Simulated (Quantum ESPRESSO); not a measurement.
# WC (Fm-3m) in Quantum ESPRESSO: equation of state, part 2 of 2

Quantum ESPRESSO 7.5. The steps go on from the part before.

## 4. Single point, PBEsol, 10.33 Å³/atom

File pw.in:

```
&CONTROL
  calculation = 'scf'
  prefix = 'pwscf'
  outdir = './tmp'
  pseudo_dir = './pseudo'
  tstress = .true.
  disk_io = 'nowf'
/
&SYSTEM
  ibrav = 0
  nat = 2
  ntyp = 2
  ecutwfc = 56
  ecutrho = 448
  nbnd = 15
  occupations = 'smearing'
  smearing = 'fd'
  degauss = 0.00367493
/
&ELECTRONS
  conv_thr = 4d-10
  electron_maxstep = 120
  mixing_beta = 0.5
/
ATOMIC_SPECIES
W    183.8400 w_pbesol_v1.2.uspp.F.UPF
C     12.0110 c_pbesol_v1.2.uspp.F.UPF
CELL_PARAMETERS angstrom
   0.0000000000    2.1779675566    2.1779675566
   2.1779675566    0.0000000000    2.1779675566
   2.1779675566    2.1779675566    0.0000000000
ATOMIC_POSITIONS crystal
W      0.0000000000    0.0000000000    0.0000000000
C      0.5000000000    0.5000000000    0.5000000000
K_POINTS automatic
10 10 10 0 0 0
```

Command:

```sh
$ OMP_NUM_THREADS=1 mpirun -n 2 pw.x -nk 2 -in pw.in > pw.out
```

Wall time 8.8 s (2 MPI ranks of Arm Neoverse V2, shared host); peak memory 0.26 GiB.

Results (log left out):

```
Free energy            : -2319.6310 eV
Pressure               : -2.1 GPa
Band gap on the k mesh : none (metal or under the smearing width)
```

## 5. Single point, PBEsol, 10.54 Å³/atom

pw.in: that of step 4 with these lines changed.

```diff
@@ -28,5 +28,5 @@
 CELL_PARAMETERS angstrom
-   0.0000000000    2.1779675566    2.1779675566
-   2.1779675566    0.0000000000    2.1779675566
-   2.1779675566    2.1779675566    0.0000000000
+   0.0000000000    2.1926840000    2.1926840000
+   2.1926840000    0.0000000000    2.1926840000
+   2.1926840000    2.1926840000    0.0000000000
 ATOMIC_POSITIONS crystal
```

Command:

```sh
$ OMP_NUM_THREADS=1 mpirun -n 2 pw.x -nk 2 -in pw.in > pw.out
```

It took 8.1 s on 2 MPI ranks of Arm Neoverse V2, shared host; peak memory 0.28 GiB.

Results (log left out):

| Property | Result |
| --- | --- |
| Free energy | -2319.6157 eV |
| Pressure | -9.5 GPa |
| Band gap on the k mesh | none (metal or under the smearing width) |

## 6. Single point, PBEsol, 10.75 Å³/atom

pw.in: that of step 5 with these lines changed.

```diff
@@ -28,5 +28,5 @@
 CELL_PARAMETERS angstrom
-   0.0000000000    2.1926840000    2.1926840000
-   2.1926840000    0.0000000000    2.1926840000
-   2.1926840000    2.1926840000    0.0000000000
+   0.0000000000    2.2072055093    2.2072055093
+   2.2072055093    0.0000000000    2.2072055093
+   2.2072055093    2.2072055093    0.0000000000
 ATOMIC_POSITIONS crystal
```

Potentials or basis: GBRV 1.5 PBEsol.

Command:

```sh
$ OMP_NUM_THREADS=1 mpirun -n 2 pw.x -nk 2 -in pw.in > pw.out
```

It took 8.2 s on 2 MPI ranks of Arm Neoverse V2, shared host; peak memory 0.28 GiB.

The run converged. Its results:

| Property | Result |
| --- | --- |
| Free energy | -2319.5820 eV |
| Pressure | -16.1 GPa |
| Band gap on the k mesh | none (metal or under the smearing width) |

## 7. Single point, PBEsol, 10.96 Å³/atom

pw.in: that of step 6 with these lines changed.

```diff
@@ -28,5 +28,5 @@
 CELL_PARAMETERS angstrom
-   0.0000000000    2.2072055093    2.2072055093
-   2.2072055093    0.0000000000    2.2072055093
-   2.2072055093    2.2072055093    0.0000000000
+   0.0000000000    2.2215384142    2.2215384142
+   2.2215384142    0.0000000000    2.2215384142
+   2.2215384142    2.2215384142    0.0000000000
 ATOMIC_POSITIONS crystal
```

Command:

```sh
$ OMP_NUM_THREADS=1 mpirun -n 2 pw.x -nk 2 -in pw.in > pw.out
```

It took 9.1 s on 2 MPI ranks of Arm Neoverse V2, shared host; peak memory 0.28 GiB.

Results (log left out):

```
Free energy            : -2319.5317 eV
Pressure               : -22.0 GPa
Band gap on the k mesh : none (metal or under the smearing width)
```

## 8. Single point, PBEsol, 11.17 Å³/atom

pw.in: that of step 7 with these lines changed.

```diff
@@ -28,5 +28,5 @@
 CELL_PARAMETERS angstrom
-   0.0000000000    2.2215384142    2.2215384142
-   2.2215384142    0.0000000000    2.2215384142
-   2.2215384142    2.2215384142    0.0000000000
+   0.0000000000    2.2356887219    2.2356887219
+   2.2356887219    0.0000000000    2.2356887219
+   2.2356887219    2.2356887219    0.0000000000
 ATOMIC_POSITIONS crystal
```

Command:

```sh
$ OMP_NUM_THREADS=1 mpirun -n 2 pw.x -nk 2 -in pw.in > pw.out
```

Wall time 10 s (2 MPI ranks of Arm Neoverse V2, shared host); peak memory 0.28 GiB.

Results (log left out):

```yaml
Free_energy: -2319.4667 eV
Pressure: -27.3 GPa
Band_gap_on_the_k_mesh: none (metal or under the smearing width)
```

## 9. Equation of state, PBEsol

Potentials or basis: GBRV 1.5 PBEsol.

No new run: the results of the series are fitted here.

What came out:

| Item | Value |
| --- | --- |
| Equilibrium volume | 10.28 Å³/atom |
| Bulk modulus | 391 GPa |
| Pressure derivative of the bulk modulus | 4.3 |

Energy against volume, from the lowest point:
```csv
volume (Å³/atom),energy (meV/atom)
9.910,16.70
10.120,2.63
10.331,0.00
10.542,7.64
10.753,24.50
10.964,49.61
11.175,82.13
```

## 10. Single point, PBEsol, 9.91 Å³/atom

pw.in: that of step 8 with these lines changed.

```diff
@@ -5,2 +5,3 @@
   pseudo_dir = './pseudo'
+  tprnfor = .true.
   tstress = .true.
@@ -28,5 +29,5 @@
 CELL_PARAMETERS angstrom
-   0.0000000000    2.2356887219    2.2356887219
-   2.2356887219    0.0000000000    2.2356887219
-   2.2356887219    2.2356887219    0.0000000000
+   0.0000000000    2.1479227872    2.1479227872
+   2.1479227872    0.0000000000    2.1479227872
+   2.1479227872    2.1479227872    0.0000000000
 ATOMIC_POSITIONS crystal
```

Command:

```sh
$ OMP_NUM_THREADS=1 mpirun -n 2 pw.x -nk 2 -in pw.in > pw.out
```

It took 5.1 s on 2 MPI ranks of AMD EPYC 9R45 (Zen 5), shared host; peak memory 0.28 GiB.

The run converged. Its results:

```
Free energy            : -2319.5975 eV
Pressure               : 15.4 GPa
Band gap on the k mesh : none (metal or under the smearing width)
```

## 11. Single point, PBEsol, 10.12 Å³/atom

pw.in: that of step 10 with these lines changed.

```diff
@@ -29,5 +29,5 @@
 CELL_PARAMETERS angstrom
-   0.0000000000    2.1479227872    2.1479227872
-   2.1479227872    0.0000000000    2.1479227872
-   2.1479227872    2.1479227872    0.0000000000
+   0.0000000000    2.1630495024    2.1630495024
+   2.1630495024    0.0000000000    2.1630495024
+   2.1630495024    2.1630495024    0.0000000000
 ATOMIC_POSITIONS crystal
```

Command:

```sh
$ OMP_NUM_THREADS=1 mpirun -n 2 pw.x -nk 2 -in pw.in > pw.out
```

Wall time 5.1 s (2 MPI ranks of AMD EPYC 9R45 (Zen 5), shared host); peak memory 0.28 GiB.

The run converged. Its results:

```yaml
Free_energy: -2319.6257 eV
Pressure: 6.2 GPa
Band_gap_on_the_k_mesh: none (metal or under the smearing width)
```

## 12. Single point, PBEsol, 10.33 Å³/atom

pw.in: that of step 11 with these lines changed.

```diff
@@ -29,5 +29,5 @@
 CELL_PARAMETERS angstrom
-   0.0000000000    2.1630495024    2.1630495024
-   2.1630495024    0.0000000000    2.1630495024
-   2.1630495024    2.1630495024    0.0000000000
+   0.0000000000    2.1779675566    2.1779675566
+   2.1779675566    0.0000000000    2.1779675566
+   2.1779675566    2.1779675566    0.0000000000
 ATOMIC_POSITIONS crystal
```

Potentials or basis: GBRV 1.5 PBEsol.

Command:

```sh
$ OMP_NUM_THREADS=1 mpirun -n 2 pw.x -nk 2 -in pw.in > pw.out
```

Run time: 5.1 s. Hardware: 2 MPI ranks of AMD EPYC 9R45 (Zen 5), shared host; peak memory 0.28 GiB.

It converged, with:

| Item | Value |
| --- | --- |
| Free energy | -2319.6310 eV |
| Pressure | -2.1 GPa |
| Band gap on the k mesh | none (metal or under the smearing width) |

## 13. Single point, PBEsol, 10.54 Å³/atom

pw.in: that of step 12 with these lines changed.

```diff
@@ -29,5 +29,5 @@
 CELL_PARAMETERS angstrom
-   0.0000000000    2.1779675566    2.1779675566
-   2.1779675566    0.0000000000    2.1779675566
-   2.1779675566    2.1779675566    0.0000000000
+   0.0000000000    2.1926840000    2.1926840000
+   2.1926840000    0.0000000000    2.1926840000
+   2.1926840000    2.1926840000    0.0000000000
 ATOMIC_POSITIONS crystal
```

Command:

```sh
$ OMP_NUM_THREADS=1 mpirun -n 2 pw.x -nk 2 -in pw.in > pw.out
```

It took 4.9 s on 2 MPI ranks of AMD EPYC 9R45 (Zen 5), shared host; peak memory 0.28 GiB.

It converged, with:

```
Free energy            : -2319.6157 eV
Pressure               : -9.5 GPa
Band gap on the k mesh : none (metal or under the smearing width)
```

## 14. Single point, PBEsol, 10.75 Å³/atom

pw.in: that of step 13 with these lines changed.

```diff
@@ -29,5 +29,5 @@
 CELL_PARAMETERS angstrom
-   0.0000000000    2.1926840000    2.1926840000
-   2.1926840000    0.0000000000    2.1926840000
-   2.1926840000    2.1926840000    0.0000000000
+   0.0000000000    2.2072055093    2.2072055093
+   2.2072055093    0.0000000000    2.2072055093
+   2.2072055093    2.2072055093    0.0000000000
 ATOMIC_POSITIONS crystal
```

Command:

```sh
$ OMP_NUM_THREADS=1 mpirun -n 2 pw.x -nk 2 -in pw.in > pw.out
```

It took 5 s on 2 MPI ranks of AMD EPYC 9R45 (Zen 5), shared host; peak memory 0.28 GiB.

It converged, with:

```
Free energy            : -2319.5820 eV
Pressure               : -16.1 GPa
Band gap on the k mesh : none (metal or under the smearing width)
```

## 15. Single point, PBEsol, 10.96 Å³/atom

pw.in: that of step 14 with these lines changed.

```diff
@@ -29,5 +29,5 @@
 CELL_PARAMETERS angstrom
-   0.0000000000    2.2072055093    2.2072055093
-   2.2072055093    0.0000000000    2.2072055093
-   2.2072055093    2.2072055093    0.0000000000
+   0.0000000000    2.2215384142    2.2215384142
+   2.2215384142    0.0000000000    2.2215384142
+   2.2215384142    2.2215384142    0.0000000000
 ATOMIC_POSITIONS crystal
```

Potentials or basis: GBRV 1.5 PBEsol.

Command:

```sh
$ OMP_NUM_THREADS=1 mpirun -n 2 pw.x -nk 2 -in pw.in > pw.out
```

Run time: 5.3 s. Hardware: 2 MPI ranks of AMD EPYC 9R45 (Zen 5), shared host; peak memory 0.28 GiB.

It converged, with:

| Item | Value |
| --- | --- |
| Free energy | -2319.5317 eV |
| Pressure | -22.0 GPa |
| Band gap on the k mesh | none (metal or under the smearing width) |

## 16. Single point, PBEsol, 11.17 Å³/atom

pw.in: that of step 15 with these lines changed.

```diff
@@ -29,5 +29,5 @@
 CELL_PARAMETERS angstrom
-   0.0000000000    2.2215384142    2.2215384142
-   2.2215384142    0.0000000000    2.2215384142
-   2.2215384142    2.2215384142    0.0000000000
+   0.0000000000    2.2356887219    2.2356887219
+   2.2356887219    0.0000000000    2.2356887219
+   2.2356887219    2.2356887219    0.0000000000
 ATOMIC_POSITIONS crystal
```

Command:

```sh
$ OMP_NUM_THREADS=1 mpirun -n 2 pw.x -nk 2 -in pw.in > pw.out
```

Run time: 5.7 s. Hardware: 2 MPI ranks of AMD EPYC 9R45 (Zen 5), shared host; peak memory 0.3 GiB.

Results (log left out):

| Quantity | Value |
| --- | --- |
| Free energy | -2319.4667 eV |
| Pressure | -27.3 GPa |
| Band gap on the k mesh | none (metal or under the smearing width) |

## 17. Equation of state, PBEsol

Potentials or basis: GBRV 1.5 PBEsol.

No new run: the results of the series are fitted here.

What came out:

```yaml
Equilibrium_volume: 10.28 Å³/atom
Bulk_modulus: 391 GPa
Pressure_derivative_of_the_bulk_modulus: 4.3
```

Energy against volume, from the lowest point:
| volume (Å³/atom) | energy (meV/atom) |
| --- | --- |
| 9.910 | 16.70 |
| 10.120 | 2.63 |
| 10.331 | 0.00 |
| 10.542 | 7.64 |
| 10.753 | 24.50 |
| 10.964 | 49.61 |
| 11.175 | 82.13 |

The run has no spin-orbit coupling, so splittings on W are missing.
